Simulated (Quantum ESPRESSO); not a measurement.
Runs of Quantum ESPRESSO 7.5 on Co. The structure is hexagonal, space group P6_3/mmc (No. 194). Conventional cell: a = 2.472 Å, b = 2.472 Å, c = 4.021 Å, α = 90.00°, β = 90.00°, γ = 120.00°. Co (site symmetry -6m2) has 12 Co at 2.47 Å as nearest neighbours. 

| task | level | potentials or basis | cell | k mesh | cutoff (eV) | smearing | SCF threshold | form of the LDA correlation | rVV10 parameter b | symmetry | gap on the mesh (eV) | pressure (GPa) | moment (μB) |
| --- | --- | --- | --- | --- | --- | --- | --- | --- | --- | --- | --- | --- | --- |
| band structure | PBE | SSSP 1.3 efficiency PBE | as given | 12 × 12 × 7 | 748 | fermi-dirac 0.05 eV | 4e-10 Ry | - | - | - | none | 4.9 | 3.29 |
| real-space fields | LDA+rVV10 | GBRV 1.5 LDA | as given | 12 × 12 × 7 | 612 | fermi-dirac 0.05 eV | 4e-10 Ry | PW92 | 6.3 | - | none | -19.8 | 3.26 |
| band structure | r2SCAN | SG15 PBE 1.2 | as given | 9 × 9 × 5 | 952 | fermi-dirac 0.05 eV | 1e-08 Ry | - | - | off | none | - | (b) |
| phonons | LDA | JTH 2.0 LDA | relaxed | 12 × 12 × 7 | 490 | gaussian 0.272 eV | 4e-10 Ry | PW92 | - | - | none | - | (a) |

Alike in all rows: spin collinear, ferromagnetic start.

Question: Estimate the missing entries.

Answer: (a) 2.83; (b) 3.58.

Caveats: rVV10's parameter b was fitted to another functional (some runs); so large a pressure means that the cell lies far from this level's equilibrium, or that cutoff or potentials fall short (some runs); the potentials were made for another functional, which shifts forces and pressure (some runs); the mesh is thin for the phonons of a metal (some runs); the cutoff is low for these files, which shifts pressure and relaxed volume (some runs).

A k mesh can miss the band edges.

A gap of «none» marks a metal or a gap under the smearing width.

Not every run made on this cell is shown here.
